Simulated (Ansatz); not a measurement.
## CaF2: pressure against volume, fitted

```yaml
crystal:
  lattice:
    - [0.00000, 2.73125, 2.73125]
    - [2.73125, 0.00000, 2.73125]
    - [2.73125, 2.73125, 0.00000]
  atoms:
    - { symbol: Ca, position: [0.00000, 0.00000, 0.00000] }
    - { symbol: F, position: [0.25000, 0.25000, 0.25000] }
    - { symbol: F, position: [0.75000, 0.75000, 0.75000] }
```

Atom numbers follow the list: Ca1, F2, F3.

The cell is COD entry 5000222, as deposited and not checked against the literature; nothing was relaxed.

The calculation used Ansatz 0.2.0, DFT, PBEsol, all-electron LAPW, scalar-relativistic.

Sampling and basis: a Γ-centred 8×8×8 k mesh, Fermi–Dirac smearing of 0.02 eV, basis error target 1 meV/atom, no spin polarisation.

The cell is scaled evenly. Fractional coordinates are held (clamped ions).

```json
{"V (Å³/atom)": "12.768", "P (GPa)": "3.65"}
{"V (Å³/atom)": "13.311", "P (GPa)": "-0.26"}
{"V (Å³/atom)": "13.447", "P (GPa)": "-1.11"}
{"V (Å³/atom)": "13.583", "P (GPa)": "-1.91"}
{"V (Å³/atom)": "13.719", "P (GPa)": "-2.66"}
{"V (Å³/atom)": "13.855", "P (GPa)": "-3.38"}
{"V (Å³/atom)": "14.126", "P (GPa)": "-4.69"}
{"V (Å³/atom)": "14.398", "P (GPa)": "-5.86"}
```

(1) Fit a third-order Birch–Murnaghan curve to the pressures.

(2) Predict the pressure at the withheld volume, 13.040 Å³/atom.

Results:

(1) P = (3B0/2)(y^(7/2) − y^(5/2))[1 + (3/4)(B0′ − 4)(y − 1)] with y = (V0/V)^(2/3) fits within 0.01 GPa for V0 = 13.271 Å³/atom, B0 = 86.5 GPa and B0′ = 4.56.

(2) There y = 1.0118, so the fit gives 1.58 GPa; the run gave 1.58 GPa.
